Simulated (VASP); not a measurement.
# ZnS: equation of state with PBE+D3(BJ)

**The experiment to reproduce.**

“Electronic, vibrational, and thermodynamic properties of ZnS (zincblende and rocksalt structure)”, 2009, arxiv:0911.5022 quotes, for a bulk crystal of ZnS: bulk modulus 76.9 GPa.

The system is ZnS.

```xyz
2
Lattice="0.0000 2.6891 2.6891 2.6891 0.0000 2.6891 2.6891 2.6891 0.0000" Properties=species:S:1:pos:R:3 pbc="T T T"
Zn    4.0337    4.0337    4.0337
S     5.3783    5.3783    5.3783
```

```
Program             : VASP 6.6.1
Task                : equation of state
Functional          : PBE
Dispersion          : D3(BJ)
Potentials or basis : VASP PAW PBE potentials, release 64 (Zn, S)
Cutoff              : 520 eV
k mesh              : 8 × 8 × 8
Occupations         : gaussian, width 0.02 eV
Spin                : no spin polarisation
```

```yaml
Equilibrium_volume: 19.47 Å³/atom
Bulk_modulus: 76 GPa
Pressure_derivative_of_the_bulk_modulus: "4.5 (rough: it moves with the points fitted)"
```

Energy against volume, from the lowest point:
| volume (Å³/atom) | energy (meV/atom) |
| --- | --- |
| 18.669 | 8.44 |
| 19.057 | 2.14 |
| 19.446 | 0.00 |
| 19.835 | 1.59 |
| 20.224 | 6.51 |

All runs of the series together: 45 s on 1 thread of Intel(R) Xeon(R) 6975P-C (Granite Rapids), on a shared host.

Measured bulk modulus of ZnS: 76.9 GPa (quoted in “Electronic, vibrational, and thermodynamic properties of ZnS (zincblende and rocksalt structure)”, 2009, arxiv:0911.5022). This calculation gives 76 GPa (-0.8 %). The fit is for a static lattice scaled at fixed shape and fixed fractional positions.
